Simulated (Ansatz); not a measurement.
# Generalised stacking fault in Si

Level of theory: DFT LDA, scalar-relativistic, plane waves, PAW in Ansatz 0.2.0. Settings: plane waves to 420 eV, k-mesh 7×7×4 (Γ-centred), Gaussian smearing 0.15 eV. No spin polarisation. Energies are free energies at this smearing, counted from the undisturbed cell; pressure is positive in compression.

The starting cell (relaxed at this level; this form isn't the usual structure):

```
CELL_PARAMETERS angstrom
-3.28369 3.28369 -3.28369
-3.28369 -3.28369 3.28369
0.00000 6.56739 6.56739
ATOMIC_POSITIONS crystal
Si 0.89776 0.89776 0.80114
Si 0.39776 0.39776 0.30114
Si 0.25000 0.95448 0.94890
Si 0.75000 0.45448 0.44890
Si 0.64776 0.14776 0.84666
Si 0.14776 0.64776 0.34666
Si 0.70448 0.50000 0.69890
Si 0.20448 0.00000 0.19890
Si 0.60224 0.60224 0.09666
Si 0.10224 0.10224 0.59666
Si 0.25000 0.54552 0.94890
Si 0.75000 0.04552 0.44890
Si 0.85224 0.35224 0.05114
Si 0.35224 0.85224 0.55114
Si 0.29552 0.50000 0.69890
Si 0.79552 0.00000 0.19890
```

The cut lies on the cell's a–b face, a (0 1 1) plane (indices in the standard cell, whose axes needn't be the Cartesian ones shown) of area 30.50 Å², between layers 0.95 Å apart. Vector c is tilted by f times 1·a − 1·b (length 9.288 Å) with the atoms' Cartesian places fixed: one unrelaxed fault a cell. The cell is metallic on the mesh throughout.

```
     f  γ (mJ/m²) shear traction, the slope of γ along the slip (GPa)
0.0000          0                                                  0.0
0.0833        778                                                 15.5
0.1667       1698                                                  6.3
0.2500       4068                                                 94.9
0.5000      13727                                               -215.6
0.6667      12344                                                -75.3
0.8333       2522                                                 -8.9
```

Cost: 7 runs of about 12 core-minutes in all, on Intel Xeon Platinum 8259CL (Skylake/Cascade Lake) (shared hosts).